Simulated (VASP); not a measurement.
# SiC: X-ray absorption with a core hole, part 4 of 5

Wanted: the near-edge structure of SiC. The cell has space group P6_3mc, a computed entry that need not be the common form of this compound. The start is a computed cell from the Materials Project.

VASP 6.6.1, plane waves and PAW; the level of theory is named at each step.

So far. Step 2 (Relaxation): At PBE, with these data sets, the largest force is down to 0.0039 eV/Å. Step 4 (K edge, Wyckoff site Si a, full hole): The smoothed xx curve reaches a tenth of its top at about 1796 eV.

## (5) K edge, Wyckoff site Si a, half hole

This step: supercell core-hole method, r2SCAN, half hole; plane waves and PAW (Si, Si, C) (VASP 6.6.1).

Half an electron is taken from the core level (CLZ = 0.5) and none is added to the valence: the transition-potential approximation. NBANDS covers the range above the edge. The first density still holds the charge taken from the core, which is what the BRMIX lines of the log report.

INCAR reads:

```
SYSTEM = SiC
PREC = Accurate
ENCUT = 400
EDIFF = 1E-06
NELM = 100
ISMEAR = 0
SIGMA = 0.05
LREAL = Auto
ALGO = Normal
METAGGA = R2SCAN
LASPH = .TRUE.
NBANDS = 568
LWAVE = .FALSE.
LCHARG = .FALSE.
ICORELEVEL = 2
CLNT = 1
CLN = 1
CLL = 0
CLZ = 0.5
CH_LSPEC = .TRUE.
CH_NEDOS = 1500
CH_SIGMA = 1
NELECT = 288
```

POSCAR reads:

```
SiC
1.0
    9.2270824491      0.0000000000      0.0000000000
   -4.6135412244      7.9908878037      0.0000000000
    0.0000000000      0.0000000000     10.0706464800
Si Si C
1 35 36
Direct
    0.0000000000      0.0000000000      0.1878943800
    0.0000000000      0.3333333333      0.1878943800
    0.0000000000      0.6666666667      0.1878943800
    0.3333333333      0.0000000000      0.1878943800
    0.3333333333      0.3333333333      0.1878943800
    0.3333333333      0.6666666667      0.1878943800
    0.6666666667      0.0000000000      0.1878943800
    0.6666666667      0.3333333333      0.1878943800
    0.6666666667      0.6666666667      0.1878943800
    0.0000000000      0.0000000000      0.6878943800
    0.0000000000      0.3333333333      0.6878943800
    0.0000000000      0.6666666667      0.6878943800
    0.3333333333      0.0000000000      0.6878943800
    0.3333333333      0.3333333333      0.6878943800
    0.3333333333      0.6666666667      0.6878943800
    0.6666666667      0.0000000000      0.6878943800
    0.6666666667      0.3333333333      0.6878943800
    0.6666666667      0.6666666667      0.6878943800
    0.1111111111      0.2222222222      0.4378419800
    0.1111111111      0.5555555556      0.4378419800
    0.1111111111      0.8888888889      0.4378419800
    0.4444444444      0.2222222222      0.4378419800
    0.4444444444      0.5555555556      0.4378419800
    0.4444444444      0.8888888889      0.4378419800
    0.7777777778      0.2222222222      0.4378419800
    0.7777777778      0.5555555556      0.4378419800
    0.7777777778      0.8888888889      0.4378419800
    0.2222222222      0.1111111111      0.9378419800
    0.2222222222      0.4444444444      0.9378419800
    0.2222222222      0.7777777778      0.9378419800
    0.5555555556      0.1111111111      0.9378419800
    0.5555555556      0.4444444444      0.9378419800
    0.5555555556      0.7777777778      0.9378419800
    0.8888888889      0.1111111111      0.9378419800
    0.8888888889      0.4444444444      0.9378419800
    0.8888888889      0.7777777778      0.9378419800
    0.0000000000      0.0000000000      0.0004600500
    0.0000000000      0.3333333333      0.0004600500
    0.0000000000      0.6666666667      0.0004600500
    0.3333333333      0.0000000000      0.0004600500
    0.3333333333      0.3333333333      0.0004600500
    0.3333333333      0.6666666667      0.0004600500
    0.6666666667      0.0000000000      0.0004600500
    0.6666666667      0.3333333333      0.0004600500
    0.6666666667      0.6666666667      0.0004600500
    0.0000000000      0.0000000000      0.5004600500
    0.0000000000      0.3333333333      0.5004600500
    0.0000000000      0.6666666667      0.5004600500
    0.3333333333      0.0000000000      0.5004600500
    0.3333333333      0.3333333333      0.5004600500
    0.3333333333      0.6666666667      0.5004600500
    0.6666666667      0.0000000000      0.5004600500
    0.6666666667      0.3333333333      0.5004600500
    0.6666666667      0.6666666667      0.5004600500
    0.1111111111      0.2222222222      0.2498025900
    0.1111111111      0.5555555556      0.2498025900
    0.1111111111      0.8888888889      0.2498025900
    0.4444444444      0.2222222222      0.2498025900
    0.4444444444      0.5555555556      0.2498025900
    0.4444444444      0.8888888889      0.2498025900
    0.7777777778      0.2222222222      0.2498025900
    0.7777777778      0.5555555556      0.2498025900
    0.7777777778      0.8888888889      0.2498025900
    0.2222222222      0.1111111111      0.7498025900
    0.2222222222      0.4444444444      0.7498025900
    0.2222222222      0.7777777778      0.7498025900
    0.5555555556      0.1111111111      0.7498025900
    0.5555555556      0.4444444444      0.7498025900
    0.5555555556      0.7777777778      0.7498025900
    0.8888888889      0.1111111111      0.7498025900
    0.8888888889      0.4444444444      0.7498025900
    0.8888888889      0.7777777778      0.7498025900
```

KPOINTS reads:

```
Automatic mesh
0
Gamma
2 2 2
0 0 0
```

PAW data sets: Si, Si and C (PBE family, release 64).

Started as:

```console
> mpirun -np 8 vasp_std
```

Output:

```text
[... set-up lines as in an earlier step ...]
 entering main loop
       N       E                     dE             d eps       ncg     rms          rms(c)
DAV:   1     0.409923808199E+03    0.40992E+03   -0.90256E+04  4544   0.384E+02
DAV:   2    -0.710655071019E+03   -0.11206E+04   -0.10573E+04  5488   0.117E+02
DAV:   3    -0.755781160354E+03   -0.45126E+02   -0.44351E+02  5480   0.201E+01
DAV:   4    -0.756013935821E+03   -0.23278E+00   -0.23268E+00  5480   0.154E+00
DAV:   5    -0.756014724736E+03   -0.78892E-03   -0.78889E-03  5408   0.945E-02BRMIX: very serious problems
 the old and the new charge density differ
 old charge density:   288.50000 new  288.00000
    0.546E+01
DAV:   6    -0.647772644632E+03    0.10824E+03   -0.24913E+01  5032   0.716E+00    0.304E+01
DAV:   7    -0.649046057995E+03   -0.12734E+01   -0.16605E+01  5512   0.369E+00    0.143E+01
DAV:   8    -0.649347935129E+03   -0.30188E+00   -0.32212E-01  5000   0.702E-01    0.190E+00
DAV:   9    -0.649358250981E+03   -0.10316E-01   -0.50557E-02  5544   0.254E-01    0.774E-01
DAV:  10    -0.649362837361E+03   -0.45864E-02   -0.77679E-03  5192   0.899E-02    0.201E-01
DAV:  11    -0.649362867375E+03   -0.30013E-04   -0.55791E-04  5328   0.288E-02    0.475E-02
DAV:  12    -0.649362876524E+03   -0.91493E-05   -0.58672E-05  5432   0.883E-03    0.264E-02
DAV:  13    -0.649362879634E+03   -0.31103E-05   -0.18533E-05  5016   0.412E-03    0.147E-02
DAV:  14    -0.649362879332E+03    0.30272E-06   -0.64808E-07  4496   0.902E-04
   1 F= -.64936288E+03 E0= -.64936288E+03  d E =-.102687E-12
 Starting Core_Hole_Spec
 Ending Core_Hole_Spec
```

It took 7.5 min on 8 MPI ranks of AMD EPYC 9R45, shared host; peak memory 2.3 GiB; 52 min of CPU time.

Parts of OUTCAR (step 5):

```text
NELECT = 288

 the core state eigenenergies are
   1-  1s  -1885.6298  2s   -152.4126  2p   -109.6566
   2-  1s  -1798.2985  2s   -133.2300  2p    -88.8581
   3-  1s  -1798.2985  2s   -133.2300  2p    -88.8581
   4-  1s  -1798.2985  2s   -133.2300  2p    -88.8581
   5-  1s  -1798.2985  2s   -133.2300  2p    -88.8581
   6-  1s  -1798.2138  2s   -133.1431  2p    -88.7713
   7-  1s  -1798.2985  2s   -133.2300  2p    -88.8581
   8-  1s  -1798.2128  2s   -133.1375  2p    -88.7660
   9-  1s  -1798.2985  2s   -133.2300  2p    -88.8581
  10-  1s  -1798.1959  2s   -133.1236  2p    -88.7519
  11-  1s  -1798.1526  2s   -133.0804  2p    -88.7087
  12-  1s  -1798.1526  2s   -133.0804  2p    -88.7087
  13-  1s  -1798.1526  2s   -133.0804  2p    -88.7087
  14-  1s  -1798.1526  2s   -133.0804  2p    -88.7087
  15-  1s  -1798.1237  2s   -133.0516  2p    -88.6799
  16-  1s  -1798.1526  2s   -133.0804  2p    -88.7087
  17-  1s  -1798.1290  2s   -133.0576  2p    -88.6858
  18-  1s  -1798.1526  2s   -133.0804  2p    -88.7087
  19-  1s  -1798.2945  2s   -133.2336  2p    -88.8613
  20-  1s  -1798.2083  2s   -133.1426  2p    -88.7706
  21-  1s  -1798.2945  2s   -133.2336  2p    -88.8613
  22-  1s  -1798.1943  2s   -133.1295  2p    -88.7574
  23-  1s  -1798.2083  2s   -133.1426  2p    -88.7706
  24-  1s  -1798.2083  2s   -133.1426  2p    -88.7706
  25-  1s  -1798.1943  2s   -133.1295  2p    -88.7574
[...]
71-  1s   -264.7098
  72-  1s   -264.7603

 E-fermi :   8.3485

 k-point     1 :       0.0000    0.0000    0.0000
  band No.  band energies     occupation
    ...
    140       7.4767      2.00000
    141       7.4767      2.00000
    142       8.0377      2.00000
    143       8.0987      2.00000
    144       8.0987      2.00000
    145      11.3246      0.00000
    146      11.4518      0.00000
    147      11.4518      0.00000
    148      11.5382      0.00000
    149      11.5662      0.00000
    ...

  Total      -11.5462228    -11.5462228    -11.9053834     -0.0000000      0.0000000      0.0000000
  in kB      -24.9134418    -24.9134418    -25.6884075     -0.0000000      0.0000000      0.0000000
  external PRESSURE =     -25.1717637 kB  Pullay stress =       0.0000000 kB

 POSITION                                       TOTAL-FORCE (eV/Angst)
 -----------------------------------------------------------------------------------
      0.00000      0.00000      1.89222         0.000000     -0.000000     -0.088152
     -1.53785      2.66363      1.89222        -0.388644      0.124899     -0.204322
     -3.07569      5.32726      1.89222        -0.086156     -0.399025     -0.204322
      3.07569      0.00000      1.89222         0.302488      0.274126     -0.204322
      1.53785      2.66363      1.89222         0.388644      0.124899     -0.204322
     -0.00000      5.32726      1.89222         0.000000     -0.000000     -0.093082
      6.15139      0.00000      1.89222        -0.302488      0.274126     -0.204322
      4.61354      2.66363      1.89222         0.000000     -0.000000     -0.089709
      3.07569      5.32726      1.89222         0.086156     -0.399025     -0.204322
      0.00000      0.00000      6.92754         0.000000     -0.000000     -0.003439
     -1.53785      2.66363      6.92754         0.033270      0.060487      0.045268
     -3.07569      5.32726      6.92754         0.069018     -0.001431      0.045268
      3.07569      0.00000      6.92754         0.035748     -0.059056      0.045268
      1.53785      2.66363      6.92754        -0.033270      0.060487      0.045268
     -0.00000      5.32726      6.92754         0.000000     -0.000000      0.027202
      6.15139      0.00000      6.92754        -0.035748     -0.059056      0.045268
      4.61354      2.66363      6.92754         0.000000     -0.000000      0.021229
      3.07569      5.32726      6.92754        -0.069018     -0.001431      0.045268
      0.00000      1.77575      4.40935        -0.000000     -0.004345      0.448960
     -1.53785      4.43938      4.40935         0.023673      0.013668      0.116977
     -3.07569      7.10301      4.40935        -0.003763      0.002173      0.448960
      3.07569      1.77575      4.40935         0.040063      0.023131      0.064560
      1.53785      4.43938      4.40935        -0.023673      0.013668      0.116977
     -0.00000      7.10301      4.40935        -0.000000     -0.027336      0.116977
[...]
-----------------------------------------------------------------------------------
    total drift:                               -0.000004     -0.000004     -0.004629

  FREE ENERGIE OF THE ION-ELECTRON SYSTEM (eV)
  ---------------------------------------------------
  free  energy   TOTEN  =      -649.3628793316 eV

  energy  without entropy=     -649.3628793316  energy(sigma->0) =     -649.36287933

[... 8 parts as in an earlier step ...]

[... 5 further parts left out ...]
```

This step gave:

- free energy (TOTEN): -649.3629 eV
- Fermi energy: 8.348 eV

Smoothed further by a Gaussian, to a width of roughly 2 to 2.4 eV in all; heights scale with one over the cell volume; the energy axis is the program's own, and the fall at its high end is where NBANDS ends. The imaginary dielectric function times 10^5 by photon energy; read off at these points:

```csv
photon energy (eV),xx,zz
1794.0,2.3e-4,2.2e-4
1796.0,0.00854,0.0110
1798.0,0.118,0.117
1800.0,0.290,0.396
1801.2,0.401,0.519
1802.0,0.529,0.482
1802.6,0.577,0.427
1804.0,0.401,0.311
1806.0,0.304,0.263
1808.0,0.272,0.293
1810.0,0.153,0.231
1812.0,0.115,0.219
1814.0,0.134,0.157
1816.0,0.458,0.298
1816.8,0.537,0.381
1817.2,0.513,0.395
1818.0,0.384,0.355
1820.0,0.207,0.228
1822.0,0.154,0.152
1824.0,0.140,0.175
1826.0,0.0981,0.0996
1828.0,0.00640,0.00609
1830.0,1.5e-5,1.4e-5
```

The smoothed xx curve reaches a tenth of its top at about 1797 eV.

## (6) K edge, Wyckoff site Si a, no hole

This step: supercell core-hole method, r2SCAN, no hole; plane waves and PAW (Si, Si, C) (VASP 6.6.1).

With CLZ = 0 the final states feel no hole, which shows what the hole does. NBANDS covers the range above the edge.

Edit INCAR of step 5 so:

```diff
@@ -18,3 +18,3 @@
 CLL = 0
-CLZ = 0.5
+CLZ = 0
 CH_LSPEC = .TRUE.
@@ -22,2 +22 @@
 CH_SIGMA = 1
-NELECT = 288
```

POSCAR is that of step 5.

KPOINTS is that of step 5.

Started as:

```console
> mpirun -np 8 vasp_std
```

Output:

```text
[... set-up lines as in an earlier step ...]
 entering main loop
       N       E                     dE             d eps       ncg     rms          rms(c)
DAV:   1     0.361146660870E+03    0.36115E+03   -0.90236E+04  4544   0.384E+02
DAV:   2    -0.758533160783E+03   -0.11197E+04   -0.10565E+04  5496   0.117E+02
DAV:   3    -0.803531814083E+03   -0.44999E+02   -0.44225E+02  5480   0.200E+01
DAV:   4    -0.803761077428E+03   -0.22926E+00   -0.22917E+00  5496   0.152E+00
DAV:   5    -0.803761822116E+03   -0.74469E-03   -0.74467E-03  5368   0.917E-02    0.552E+01
DAV:   6    -0.694160327928E+03    0.10960E+03   -0.25646E+01  5032   0.727E+00    0.306E+01
DAV:   7    -0.695582644213E+03   -0.14223E+01   -0.16865E+01  5488   0.371E+00    0.144E+01
DAV:   8    -0.695900566723E+03   -0.31792E+00   -0.27369E-01  4976   0.668E-01    0.188E+00
DAV:   9    -0.695911308416E+03   -0.10742E-01   -0.45601E-02  5536   0.246E-01    0.601E-01
DAV:  10    -0.695915385010E+03   -0.40766E-02   -0.66734E-03  5096   0.731E-02    0.179E-01
DAV:  11    -0.695915594692E+03   -0.20968E-03   -0.40263E-04  5232   0.264E-02    0.613E-02
DAV:  12    -0.695915598753E+03   -0.40616E-05   -0.44605E-05  5176   0.648E-03    0.196E-02
DAV:  13    -0.695915598942E+03   -0.18843E-06   -0.11120E-06  5160   0.122E-03
   1 F= -.69591560E+03 E0= -.69591560E+03  d E =-.273886E-16
 Starting Core_Hole_Spec
 Ending Core_Hole_Spec
```

Wall time 7.7 min (8 MPI ranks); peak memory 2.4 GiB.

[end of part 4 of 5]

[Lines on the potential files, build, host, timing and source positions are cut from VASP's logs without a mark.]

[Logs are printed without paths, hosts, clocks, repeated set-up lines and the standing remarks that a program may print on its own settings, such as how far it seeks lower states.]

[Hosts, paths, dates, database ids (printed as entryN), source tags and the programs' standing remarks are cut or masked in the printed files.]
